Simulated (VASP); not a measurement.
# Os (P6_3/mmc) in VASP: notebook

One crystal, Os, is run at these levels: PBEsol, PBE, r2SCAN; tasks: electric field gradients.

Everything below comes from runs of VASP 6.6.1. Logs are shortened: lines on timing, memory, paths and dates and some standing lists are left out, and cuts for length are marked.

## Step 1: Starting point

Symmetry: P6_3/mmc, No. 194, hexagonal system. The conventional cell has a = 2.734 Å, b = 2.734 Å, c = 4.320 Å, α = 90.00°, β = 90.00°, γ = 120.00°. Os (site symmetry -6m2) has 12 Os at 2.68 to 2.73 Å as nearest neighbours.

## Step 2: Electric field gradients, PBEsol

Contents of INCAR:

```
  ALGO = Normal
  EDIFF = 1E-7
  ENCUT = 520
  GGA = PS
  ISIF = 2
  ISMEAR = -1
  LASPH = T
  LCHARG = F
  LEFG = T
  LREAL = F
  LWAVE = F
  NELM = 60
  PREC = Accurate
  SIGMA = 0.05
```

Contents of KPOINTS:

```
k-points
0
Gamma
  19 19 11
```

Contents of POSCAR:

```
Os
1.0
    2.7341000000      0.0000000000      0.0000000000
   -1.3670500000      2.3678000565      0.0000000000
    0.0000000000      0.0000000000      4.3197000000
Os
2
Direct
    0.3333333333      0.6666666667      0.2500000000
    0.6666666667      0.3333333333      0.7500000000
```

Potentials or basis: VASP PAW PBE potentials, release 64 (Os).

Started as:

```console
$ cat potpaw_PBE.64/Os/POTCAR > POTCAR
$ mpirun -np 1 vasp_std > vasp.out
```

OUTCAR:

```text
EDIFF = 1E-7
   ENCUT = 520
   GGA = PS
   ISIF = 2
   ISMEAR = -1
   LASPH = T
   LREAL = F
   NELM = 60
   PREC = Accurate

 ion  position               nearest neighbor table
   1  0.333  0.667  0.250-   2 2.68   2 2.68   2 2.68   2 2.68   2 2.68   2 2.68
   2  0.667  0.333  0.750-   1 2.68   1 2.68   1 2.68   1 2.68   1 2.68   1 2.68

  LATTYP: Found a hexagonal cell.
 ALAT       =     2.7341000000
 C/A-ratio  =     1.5799348963

  Lattice vectors:

 A1 = (   2.7341000000,   0.0000000000,   0.0000000000)
 A2 = (  -1.3670500000,   2.3678000565,   0.0000000000)
 A3 = (   0.0000000000,   0.0000000000,   4.3197000000)

Analysis of symmetry for initial positions (statically):
=====================================================================
 Subroutine PRICEL returns:
 Original cell was already a primitive cell.

 Routine SETGRP: Setting up the symmetry group for a
 hexagonal supercell.

 Subroutine GETGRP returns: Found 24 space group operations
 (whereof 12 operations were pure point group operations)
 out of a pool of 24 trial point group operations.

The static configuration has the point symmetry D_3d.
 The point group associated with its full space group is D_6h.

Analysis of symmetry for dynamics (positions and initial velocities):
=====================================================================
 Subroutine PRICEL returns:
 Original cell was already a primitive cell.

 Routine SETGRP: Setting up the symmetry group for a
 hexagonal supercell.

 Subroutine GETGRP returns: Found 24 space group operations
 (whereof 12 operations were pure point group operations)
 out of a pool of 24 trial point group operations.

The dynamic configuration has the point symmetry D_3d.
 The point group associated with its full space group is D_6h.

 Subroutine INISYM returns: Found 24 space group operations
 (whereof 12 operations are pure point group operations),
 and found     1 'primitive' translations

----------------------------------------------------------------------------------------

                                     Primitive cell

  volume of cell :      27.9649

  direct lattice vectors                    reciprocal lattice vectors
     2.734100000  0.000000000  0.000000000     0.365751070  0.211166479  0.000000000
    -1.367050000  2.367800057  0.000000000     0.000000000  0.422332957  0.000000000
[... 138 lines left out ...]
 Fermi energy:         9.3362322719

 k-point     1 :       0.0000    0.0000    0.0000
  band No.  band energies     occupation
      1      -1.6855      2.00000
      2       1.4834      2.00000
      3       6.2432      2.00000
      4       6.2432      2.00000
      5       6.4956      2.00000
      6       7.0894      2.00000
      7       7.0894      2.00000
      8       7.7450      2.00000
      9       7.7450      2.00000
     10       9.3076      1.27856
     11      11.0051      0.00000
     12      11.0051      0.00000
[... 331 lines left out ...]
 k-point    24 :       0.3158    0.1053    0.0000
  band No.  band energies     occupation
      1       2.1440      2.00000
      2       2.7503      2.00000
      3       3.3342      2.00000
      4       5.1754      2.00000
      5       5.7878      2.00000
      6       6.8934      2.00000
      7       6.9342      2.00000
      8       9.7985      0.00019
      9      10.6085      0.00000
     10      11.7728      0.00000
     11      11.7939      0.00000
     12      17.8847      0.00000

 [... further k-points ...]

------------------------ aborting loop because EDIFF is reached ----------------------------------------

  FORCE on cell =-STRESS in cart. coord.  units (eV):
  Direction    XX          YY          ZZ          XY          YZ          ZX
  --------------------------------------------------------------------------------------
  -------------------------------------------------------------------------------------
  Total       -0.3551018     -0.3551018     -0.5527422     -0.0000000      0.0000000      0.0000000
  in kB      -20.3446583    -20.3446583    -31.6679663     -0.0000000      0.0000000      0.0000000
  external PRESSURE =     -24.1190943 kB  Pullay stress =       0.0000000 kB

 VOLUME and BASIS-vectors are now :
 -----------------------------------------------------------------------------
  energy-cutoff  :      520.00
  volume of cell :       27.96
      direct lattice vectors                 reciprocal lattice vectors
     2.734100000  0.000000000  0.000000000     0.365751070  0.211166479  0.000000000
    -1.367050000  2.367800057  0.000000000     0.000000000  0.422332957  0.000000000
     0.000000000  0.000000000  4.319700000     0.000000000  0.000000000  0.231497558

 POSITION                                       TOTAL-FORCE (eV/Angst)
 -----------------------------------------------------------------------------------
     -0.00000      1.57853      1.07993        -0.000000      0.000000      0.000000
      1.36705      0.78927      3.23977         0.000000     -0.000000      0.000000
 -----------------------------------------------------------------------------------
    total drift:                               -0.000000      0.000000     -0.000000

  FREE ENERGIE OF THE ION-ELECTRON SYSTEM (eV)
  ---------------------------------------------------
  free  energy   TOTEN  =       -24.4921534833 eV

  energy  without entropy=      -24.4832076269  energy(sigma->0) =      -24.48768056

 Electric field gradients (V/A^2)
---------------------------------------------------------------------
 ion       V_xx      V_yy      V_zz      V_xy      V_xz      V_yz
---------------------------------------------------------------------
   1      38.460    38.460   -76.920    -0.000     0.000     0.000
   2      38.460    38.460   -76.920    -0.000    -0.000     0.000
---------------------------------------------------------------------

 Electric field gradients after diagonalization (V/A^2)
 (convention: |V_zz| > |V_xx| > |V_yy|)
----------------------------------------------------------------------
 ion       V_xx      V_yy      V_zz     asymmetry (V_yy - V_xx)/ V_zz
----------------------------------------------------------------------
   1      38.460    38.460   -76.920       0.000
   2      38.460    38.460   -76.920       0.000
----------------------------------------------------------------------

           NMR quadrupolar parameters

 Cq : quadrupolar parameter    Cq=e*Q*V_zz/h
 eta: asymmetry parameters     (V_yy - V_xx)/ V_zz
 Q  : nuclear electric quadrupole moment in mb (millibarn)
----------------------------------------------------------------------
 ion       Cq(MHz)       eta       Q (mb)
----------------------------------------------------------------------
   1      -0.186       0.000       1.000
   2      -0.186       0.000       1.000
----------------------------------------------------------------------
```

OSZICAR:

```text
N       E                     dE             d eps       ncg     rms          rms(c)
DAV:   1     0.105141456105E+03    0.10514E+03   -0.77195E+03  5760   0.128E+03
DAV:   2    -0.182518728609E+02   -0.12339E+03   -0.11167E+03  6044   0.403E+02
DAV:   3    -0.258421415784E+02   -0.75903E+01   -0.69517E+01  7136   0.806E+01
DAV:   4    -0.260443614333E+02   -0.20222E+00   -0.20027E+00  6104   0.134E+01
DAV:   5    -0.260468320681E+02   -0.24706E-02   -0.24695E-02  6856   0.125E+00    0.242E+01
DAV:   6    -0.248457500620E+02    0.12011E+01   -0.13539E+00  6232   0.107E+01    0.109E+01
DAV:   7    -0.245013416950E+02    0.34441E+00   -0.90289E-01  6672   0.867E+00    0.490E-01
DAV:   8    -0.244948435379E+02    0.64982E-02   -0.79467E-03  5888   0.748E-01    0.303E-01
DAV:   9    -0.244921509768E+02    0.26926E-02   -0.16164E-03  6292   0.503E-01    0.633E-02
DAV:  10    -0.244921854693E+02   -0.34493E-04   -0.67990E-05  6412   0.879E-02    0.109E-02
DAV:  11    -0.244921542826E+02    0.31187E-04   -0.76876E-06  6004   0.323E-02    0.114E-03
DAV:  12    -0.244921535691E+02    0.71352E-06   -0.22012E-07  5716   0.514E-03    0.809E-04
DAV:  13    -0.244921534833E+02    0.85774E-07   -0.68980E-09  3096   0.861E-04
   1 F= -.24492153E+02 E0= -.24487681E+02  d E =-.894586E-02
```

It took 28 s on 1 thread of Intel Xeon 6975P-C (Granite Rapids), shared host; peak memory 0.2 GiB.

What came out:

* Free energy: -24.4922 eV
* Pressure: -2.4 GPa
* Band gap on the k mesh: none (metal or under the smearing width)

Stress tensor (GPa, compression positive):
```
-2.03  0.00  0.00
 0.00 -2.03  0.00
 0.00  0.00 -3.17
```

Levels at points of the mesh, in eV from the Fermi level:
```csv
k point,band 6,band 7,band 8,band 9,band 10,band 11
"(0.00, 0.00, 0.00)",-2.25,-2.25,-1.59,-1.59,-0.03,1.67
```

Electric field gradients, principal values (V/Å²):
| atom | Vxx | Vyy | Vzz |
| --- | --- | --- | --- |
| 1 Os | 38.460 | 38.460 | -76.920 |
| 2 Os | 38.460 | 38.460 | -76.920 |

Caveat: the PAW data sets were made with another functional, which shifts forces and pressure a little.

## Step 3: Electric field gradients, PBEsol

INCAR: that of step 2 with these lines changed.

```diff
@@ -2,3 +2,3 @@
   EDIFF = 1E-7
-  ENCUT = 520
+  ENCUT = 700
   GGA = PS
```

Contents of KPOINTS:

```
k-points
0
Gamma
  14 14 8
```

POSCAR is that of step 2.

Potentials or basis: VASP PAW PBE potentials, release 64 (Os).

Started as:

```console
$ cat potpaw_PBE.64/Os/POTCAR > POTCAR
$ mpirun -np 1 vasp_std > vasp.out
```

OUTCAR:

```text
EDIFF = 1E-7
   ENCUT = 700
   GGA = PS
   ISIF = 2
   ISMEAR = -1
   LASPH = T
   LREAL = F
   NELM = 60
   PREC = Accurate

 ion  position               nearest neighbor table
   1  0.333  0.667  0.250-   2 2.68   2 2.68   2 2.68   2 2.68   2 2.68   2 2.68
   2  0.667  0.333  0.750-   1 2.68   1 2.68   1 2.68   1 2.68   1 2.68   1 2.68

  LATTYP: Found a hexagonal cell.
 ALAT       =     2.7341000000
 C/A-ratio  =     1.5799348963

  Lattice vectors:

 A1 = (   2.7341000000,   0.0000000000,   0.0000000000)
 A2 = (  -1.3670500000,   2.3678000565,   0.0000000000)
 A3 = (   0.0000000000,   0.0000000000,   4.3197000000)

Analysis of symmetry for initial positions (statically):
=====================================================================
 Subroutine PRICEL returns:
 Original cell was already a primitive cell.

 Routine SETGRP: Setting up the symmetry group for a
 hexagonal supercell.

 Subroutine GETGRP returns: Found 24 space group operations
 (whereof 12 operations were pure point group operations)
 out of a pool of 24 trial point group operations.

The static configuration has the point symmetry D_3d.
 The point group associated with its full space group is D_6h.

Analysis of symmetry for dynamics (positions and initial velocities):
=====================================================================
 Subroutine PRICEL returns:
 Original cell was already a primitive cell.

 Routine SETGRP: Setting up the symmetry group for a
 hexagonal supercell.

 Subroutine GETGRP returns: Found 24 space group operations
 (whereof 12 operations were pure point group operations)
 out of a pool of 24 trial point group operations.

The dynamic configuration has the point symmetry D_3d.
 The point group associated with its full space group is D_6h.

 Subroutine INISYM returns: Found 24 space group operations
 (whereof 12 operations are pure point group operations),
 and found     1 'primitive' translations

----------------------------------------------------------------------------------------

                                     Primitive cell

  volume of cell :      27.9649

  direct lattice vectors                    reciprocal lattice vectors
     2.734100000  0.000000000  0.000000000     0.365751070  0.211166479  0.000000000
    -1.367050000  2.367800057  0.000000000     0.000000000  0.422332957  0.000000000
     0.000000000  0.000000000  4.319700000     0.000000000  0.000000000  0.231497558

  length of vectors
     2.734100000  2.734100000  4.319700000     0.422332957  0.422332957  0.231497558

  position of ions in fractional coordinates (direct lattice)
     0.333333333  0.666666667  0.250000000
     0.666666667  0.333333333  0.750000000

  ion indices of the primitive-cell ions
   primitive index   ion index
                 1           1
                 2           2

----------------------------------------------------------------------------------------

 KPOINTS: k-points

Automatic generation of k-mesh.
 Grid dimensions read from file:
 generate k-points for:   14   14    8

[... 83 lines left out ...]
     AMIX_MAG =   1.60;   BMIX_MAG =  1.00
  volume/ion in A,a.u.               =      13.98        94.36
  Fermi-wavevector in a.u.,A,eV,Ry     =   1.359076  2.568282 25.131161  1.847088
  Thomas-Fermi vector in A             =   2.485855
   LORBIT       =      0    0 simple, 1 ext, 2 COOP (PROOUT), +10 PAW based schemes
   GGA     = PS    functional components
   LHFCALC =     F    Hartree Fock is set to
   AEXX    =    0.0000 exact exchange contribution
   IVDW    =     0    specifies the selected vdW correction
   LEPSILON=     F    determine dielectric tensor
   LRPA    =     F    only Hartree local field effects (RPA)
 non-spin polarized calculation
  energy-cutoff  :      700.00
  volume of cell :       27.96
 maximum number of plane-waves:      1200
 NGX is ok and might be reduce to    24
   NGX = 11   NGY = 11   NGZ = 19

 number of electron      16.0000001 magnetization

 Free energy of the ion-electron system (eV)
  ---------------------------------------------------
  ext. energy  EPLUGINS =         0.00000000
  ---------------------------------------------------
  free energy    TOTEN  =       -24.48658821 eV

  energy without entropy =      -24.47333418  energy(sigma->0) =      -24.47996119

 E-fermi :   9.3386     XC(G=0): -14.1565

 val. band max:        9.3284625586   @ k =   0.4286  -0.0000   0.3750
 cond. band min:       9.3401131260   @ k =   0.1429   0.0714   0.3750
 fundamental gap:      0.0116505674
 Fermi energy:         9.3386324344

 k-point     1 :       0.0000    0.0000    0.0000
  band No.  band energies     occupation
      1      -1.6851      2.00000
      2       1.4836      2.00000
      3       6.2424      2.00000
      4       6.2424      2.00000
      5       6.4963      2.00000
      6       7.0886      2.00000
      7       7.0886      2.00000
      8       7.7450      2.00000
      9       7.7450      2.00000
     10       9.3084      1.29332
     11      11.0053      0.00000
     12      11.0053      0.00000
[... 331 lines left out ...]
 k-point    24 :       0.3571    0.2857    0.0000
  band No.  band energies     occupation
      1       2.7676      2.00000
      2       3.7261      2.00000
      3       3.8389      2.00000
      4       4.7458      2.00000
      5       5.7202      2.00000
      6       6.0408      2.00000
      7       7.9078      2.00000
      8      10.6027      0.00000
      9      11.0542      0.00000
     10      11.4036      0.00000
     11      14.6692      0.00000
     12      14.7062      0.00000

 [... further k-points ...]

------------------------ aborting loop because EDIFF is reached ----------------------------------------

  FORCE on cell =-STRESS in cart. coord.  units (eV):
  Direction    XX          YY          ZZ          XY          YZ          ZX
  --------------------------------------------------------------------------------------
  -------------------------------------------------------------------------------------
  Total       -0.3075045     -0.3075045     -0.5161894      0.0000000     -0.0000000      0.0000000
  in kB      -17.6176937    -17.6176937    -29.5737703      0.0000000     -0.0000000      0.0000000
  external PRESSURE =     -21.6030526 kB  Pullay stress =       0.0000000 kB

 VOLUME and BASIS-vectors are now :
 -----------------------------------------------------------------------------
  energy-cutoff  :      700.00
  volume of cell :       27.96
      direct lattice vectors                 reciprocal lattice vectors
     2.734100000  0.000000000  0.000000000     0.365751070  0.211166479  0.000000000
    -1.367050000  2.367800057  0.000000000     0.000000000  0.422332957  0.000000000
     0.000000000  0.000000000  4.319700000     0.000000000  0.000000000  0.231497558

 POSITION                                       TOTAL-FORCE (eV/Angst)
 -----------------------------------------------------------------------------------
     -0.00000      1.57853      1.07993         0.000000     -0.000000      0.000000
      1.36705      0.78927      3.23977        -0.000000      0.000000      0.000000
 -----------------------------------------------------------------------------------
    total drift:                               -0.000000      0.000000     -0.000000

  FREE ENERGIE OF THE ION-ELECTRON SYSTEM (eV)
  ---------------------------------------------------
  free  energy   TOTEN  =       -24.4865882081 eV

  energy  without entropy=      -24.4733341810  energy(sigma->0) =      -24.47996119

 Electric field gradients (V/A^2)
---------------------------------------------------------------------
 ion       V_xx      V_yy      V_zz      V_xy      V_xz      V_yz
---------------------------------------------------------------------
   1      38.696    38.696   -77.391     0.000     0.000    -0.000
   2      38.696    38.696   -77.391     0.000    -0.000     0.000
---------------------------------------------------------------------

 Electric field gradients after diagonalization (V/A^2)
 (convention: |V_zz| > |V_xx| > |V_yy|)
----------------------------------------------------------------------
 ion       V_xx      V_yy      V_zz     asymmetry (V_yy - V_xx)/ V_zz
----------------------------------------------------------------------
   1      38.696    38.695   -77.391       0.000
   2      38.696    38.695   -77.391       0.000
----------------------------------------------------------------------

           NMR quadrupolar parameters

 Cq : quadrupolar parameter    Cq=e*Q*V_zz/h
 eta: asymmetry parameters     (V_yy - V_xx)/ V_zz
 Q  : nuclear electric quadrupole moment in mb (millibarn)
----------------------------------------------------------------------
 ion       Cq(MHz)       eta       Q (mb)
----------------------------------------------------------------------
   1      -0.187       0.000       1.000
   2      -0.187       0.000       1.000
----------------------------------------------------------------------
```

Run time: 16 s. Hardware: 1 thread of Intel Xeon 6975P-C (Granite Rapids), shared host; peak memory 0.2 GiB.

Results:

```
Free energy            : -24.4866 eV
Pressure               : -2.2 GPa
Band gap on the k mesh : none (metal or under the smearing width)
```

Stress tensor (GPa, compression positive):
```
-1.76  0.00  0.00
 0.00 -1.76  0.00
 0.00  0.00 -2.96
```

Levels at points of the mesh, in eV from the Fermi level:
```
           k point  band 6  band 7  band 8  band 9  band 10  band 11
(0.00, 0.00, 0.00)   -2.25   -2.25   -1.59   -1.59    -0.03     1.67
(0.50, 0.00, 0.00)   -2.61   -1.92    2.02    2.58     2.70     4.39
(0.00, 0.00, 0.50)   -3.29   -3.29   -3.29    0.87     0.87     0.87
(0.50, 0.00, 0.50)   -1.24   -0.21   -0.21    2.36     2.36     3.28
```

Electric field gradients, principal values (V/Å²):
| atom | Vxx | Vyy | Vzz |
| --- | --- | --- | --- |
| 1 Os | 38.695 | 38.696 | -77.391 |
| 2 Os | 38.695 | 38.696 | -77.391 |

Caveat: the PAW data sets were made with another functional, which shifts forces and pressure a little. Spin-orbit coupling is left out, which matters for the levels of Os.

(Part 1 of 3 ends here.)
